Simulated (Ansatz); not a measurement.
## An elastic constant from a strain scan in TiAl

Level of theory: DFT PBEsol, scalar-relativistic, plane waves, PAW (Ansatz 0.2.0). Cutoff 420 eV, Γ-centred 20×20×20 k-points, Gaussian smearing of 0.15 eV. No spin polarisation. Energies are free energies at this smearing, counted from the undisturbed cell; pressure is positive in compression.

Reference structure (relaxed at this level; it needn't be the usual structure):

```
Ti Al
1.0
     3.15647    0.00000    0.00000
     0.00000    3.15647    0.00000
     0.00000    0.00000    3.15647
Ti Al
1 1
Direct
  0.00000 0.00000 0.00000
  0.50000 0.50000 0.50000
```

The cell is strained by ε times the Voigt pattern (0, 0, 0, 0, 0, 1) (xx, yy, zz, yz, xz, xy; engineering shear) with fractional coordinates fixed. The cell holds 2 atoms in V0 = 31.45 Å³. The stress column is τ = (1/V0) dE/dε, got from the stress tensor σ (compression positive) at each point as −det(1 + εP) σ : P(1 + εP)⁻¹, with P the pattern as a tensor.

```csv
ε,ΔE (meV/atom),τ (GPa)
-0.0875,29.193,-7.119
-0.0750,21.173,-5.965
-0.0625,14.534,-4.867
-0.0500,9.210,-3.821
-0.0375,5.140,-2.822
-0.0250,2.271,-1.860
-0.0125,0.566,-0.924
0.0000,0.000,0.000
0.0125,0.566,0.924
0.0250,2.271,1.860
0.0375,5.140,2.822
0.0500,9.210,3.821
0.0625,14.534,4.867
0.0750,21.173,5.965
0.0875,29.193,7.119
0.1000,?,?
```

Question: Which combination of elastic constants does this scan measure, and how large is it?

Answer: For small ε, τ = τ0 + Kε with K = pᵀCp, which for this pattern is C44 in the cubic axes. The parabola through τ at ε = -0.0125, 0 and 0.0125 has slope K = 74 GPa at zero. The energies per cell, E = NΔE, of the same two points give K = 2[E(ε₊)/ε₊ − E(ε₋)/ε₋]/[(ε₊ − ε₋)V0] = 74 GPa, in agreement.

Question: Predict the withheld row at ε = 0.1000 from the harmonic law, and compare.

Answer: ΔE = V0(τ0 ε + Kε²/2)/N = 36.258 meV/atom and τ = 7.39 GPa. The calculation gives 38.663 meV/atom and 8.33 GPa: the energy lies 7 % above the harmonic value.

In a metal these slopes depend on the k mesh and the smearing.